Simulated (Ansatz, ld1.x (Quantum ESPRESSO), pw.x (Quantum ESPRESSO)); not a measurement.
**Which Ir potential is closest to all-electron in the sc crystal?**

All use PBE, scalar-relativistic, no spin, cutoffs from each file’s atomic test, pw.x 7.5; 13³ k-points, Fermi–Dirac smearing 0.01 Ry. Δ is the rms difference from all-electron LAPW of the E(V) curves that follow from fits to the pressures, over ±6 % in volume. Mesh and smearing are coarse and serve the comparison alone. The files are a selection: those with a ghost or negative overlap were mostly not run, and those with noisy or unconverged pressures or nearly equal Δ are left out.

All-electron: a0 = 2.573 Å (V0 = 17.04 Å³/atom), B0 = 242.7 GPa.

**Question.** Rank them by Δ, smallest first.
A. norm-conserving Troullier–Martins (Kleinman–Bylander form), ld1.x (Quantum ESPRESSO) 7.5, PBE; core [Xe] 4f14, reference 5d7 6s2 6p0; waves: 6p (bound, empty): rc 3.75 bohr; 5d (bound): rc 1.60 bohr; 6s (bound): rc 2.35 bohr; local part: the s channel; core correction: a·sin(br)/r model core inside 1.05 bohr.
B. norm-conserving Troullier–Martins (Kleinman–Bylander form), ld1.x (Quantum ESPRESSO) 7.5, PBE; core [Xe] 4f14, reference 5d6 6s0 6p0; waves: 6s (bound, empty): rc 1.65 bohr; 6p (bound, empty): rc 2.30 bohr; 5d (bound): rc 1.40 bohr; 5f channel at -0.15 Ry: rc 2.20 bohr; local part: all-electron potential smoothed inside 2.25 bohr (lloc = -2); core correction: Bessel-smoothed model core inside 0.95 bohr.
C. norm-conserving RRKJ (Kleinman–Bylander form), ld1.x (Quantum ESPRESSO) 7.5, PBE; core [Xe] 4f14, reference 5d7 6s2 6p0; waves: 6p (bound, empty): rc 3.60 bohr; 5d (bound): rc 1.45 bohr; 6s (bound): rc 1.80 bohr; local part: the s channel; core correction: none.

**Answer.** C (18.2 meV/atom), B (27.4 meV/atom), A (40.3 meV/atom).
